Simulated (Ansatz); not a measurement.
A plane-wave DFT run in Ansatz 0.2.0 (scalar-relativistic PAW potentials unless the input names others): input and command.

```yaml
crystal:
  lattice:
    - [2.5539396017, 0.0, 0.0]
    - [-1.2769698009, 2.2117765748, 0.0]
    - [0.0, 0.0, 4.226855]
  atoms:
    - { symbol: B, position: [0.6666666667, 0.3333333333, 1.0411259407] }
    - { symbol: B, position: [0.3333333333, 0.6666666667, 0.499724] }
    - { symbol: "N", position: [0.6666666667, 0.3333333333, 0.625276] }
    - { symbol: "N", position: [0.3333333333, 0.6666666667, 0.125276] }
basis:
  ecutwfc: "80 eV"
kpoints:
  mp_grid: { grid: [12, 12, 6] }
hamiltonian:
  xc: lda
scf:
  occupations: { method: gaussian, width: 0.05 }
  max_iter: 50
output:
  forces: true
  eigenvalues: true
  stress: true
```

```bash
ansatz run input.yaml --threads 2 --pin off --max-ram 5120MiB --backend cpu --events-out ev --progress --plain --runs-dir out
```

Abridged log:
```
Pseudopotentials: kind: paw
Pseudopotential: B, paw, valence charge 3, recommended cutoff 420 eV (normal)
Pseudopotential: N, paw, valence charge 5, recommended cutoff 420 eV (normal)
Functional definition: SPW92
Crystal: 4 atoms, lattice volume = 23.876 Å³
Basis set: ecut = 80 eV, 37 PW (Γ)
Bands: 12, of which v1, the nominal top of the filled ones, is band 8 counted from 1 (7 counted from 0)
Symmetry: 6 space group operations
Space group: P3m1 (ITA 156), of the structure as read, at distance tolerance 2.9e-5 Å
k-points: 100 of 864 (time reversal used)
Initial density: superposition of atomic densities (neutral atoms: chi_scale 0, normalization atom), corrected by the library's trained network
Initial wavefunctions: pseudopotential atomic-orbital guess
Functional: x = slater, c = lda
SCF iter   1: F=—  HF=-998.380580 eV  |F-HF|=—  |Δ(HF+E_count)|=         —  Δρ=4.08e-1  dr2=2.68e1  ethr=1.77e-3  ⟨swp⟩=1.0  Hψ=3861  notcnv=0
SCF iter   2: F=—  HF=-985.243642 eV  |F-HF|=—  |Δ(HF+E_count)|=    1.31e1  Δρ=1.85e-1  dr2=4.82e0  ethr=1.77e-3  ⟨swp⟩=2.4  Hψ=3282  notcnv=0  defer=1
SCF iter   3: F=—  HF=-982.313194 eV  |F-HF|=—  |Δ(HF+E_count)|=    2.93e0  Δρ=2.06e-2  dr2=1.87e-1  ethr=1.77e-3  ⟨swp⟩=2.9  Hψ=2674  notcnv=0  defer=1
SCF iter   4: F=—  HF=-982.254868 eV  |F-HF|=—  |Δ(HF+E_count)|=   5.83e-2  Δρ=8.39e-3  dr2=1.51e-2  ethr=1.17e-3  ⟨swp⟩=2.1  Hψ=2392  notcnv=0  defer=1
SCF iter   5: F=—  HF=-982.250495 eV  |F-HF|=—  |Δ(HF+E_count)|=   4.37e-3  Δρ=1.98e-3  dr2=9.65e-4  ethr=9.43e-5  ⟨swp⟩=2.3  Hψ=1876  notcnv=0  defer=1
SCF iter   6: F=—  HF=-982.250218 eV  |F-HF|=—  |Δ(HF+E_count)|=   2.76e-4  Δρ=2.07e-4  dr2=8.08e-6  ethr=6.03e-6  ⟨swp⟩=2.0  Hψ=1593  notcnv=0  defer=1
SCF iter   7: F=—  HF=-982.250217 eV  |F-HF|=—  |Δ(HF+E_count)|=   1.42e-6  Δρ=1.46e-5  dr2=4.77e-8  ethr=6.25e-10  ⟨swp⟩=4.1  Hψ=6246  notcnv=0
SCF iter   8: F=-982.250217 eV  HF=-982.250217 eV  |F-HF|=3.53e-10  |Δ(HF+E_count)|=   1.24e-8  Δρ=1.03e-6  dr2=4.40e-10  ethr=2.98e-10  ⟨swp⟩=2.0  Hψ=3713  notcnv=0
SCF 1 converged in 8 iterations: F = -982.250217 eV  dr2 = 4.40e-10
SCF converged after 8 iterations
Free energy (F): -982.250217 eV
Harris-Foulkes:  -982.250217 eV  (|F-HF|=3.53e-10)
Internal energy: -982.250217 eV  (E = F + TS)
E sigma→0 (E₀):  -982.250217 eV
Fermi energy:    16.937525 eV
--- Forces (eV/Å), atoms counted from 1 ---
  atom   1  B      0.00000000     0.00000000    -6.02718958
  atom   2  B      0.00000000     0.00000000     1.00958186
  atom   3  N      0.00000000     0.00000000     1.69150920
  atom   4  N      0.00000000     0.00000000     3.27837001
--- Stress (GPa, compression-positive) ---
       69.414905       0.000000       0.000000
        0.000000      69.414905       0.000000
        0.000000       0.000000      44.162693
  P = ⅓ Tr σ = 60.9975 GPa (609.975 kbar)
```

Question: What is wrong with this input?

Answer: The fault is a cutoff far too low (basis.ecutwfc: 420 → "80 eV", the first being the value of the sound run). Setting it back cures it. The log, from which this was withheld above, says: «Warning: basis.ecutwfc = 80 eV is below the records' recommended 420 eV, and the density's cutoff is lower with it unless basis.ecutrho_ratio is high enough to keep the records' density cutoff: compare with a run at a higher cutoff» The run converged all the same, with an energy at zero smearing 17.5 eV/atom above the reference's, pressure 61.00 GPa, largest force 6.027 eV/Å, gap on the mesh 1.87 eV, so convergence alone doesn't show that an input is right. A reference run from the same start on usual settings converged with pressure -9.06 GPa, largest force 4.375 eV/Å, gap on the mesh 5.02 eV.

Time: 0.83 s on 2 threads of Intel(R) Xeon(R) Platinum 8259CL CPU @ 2.50GHz (Skylake/Cascade Lake), with other jobs on the host, peak memory 0.3 GiB.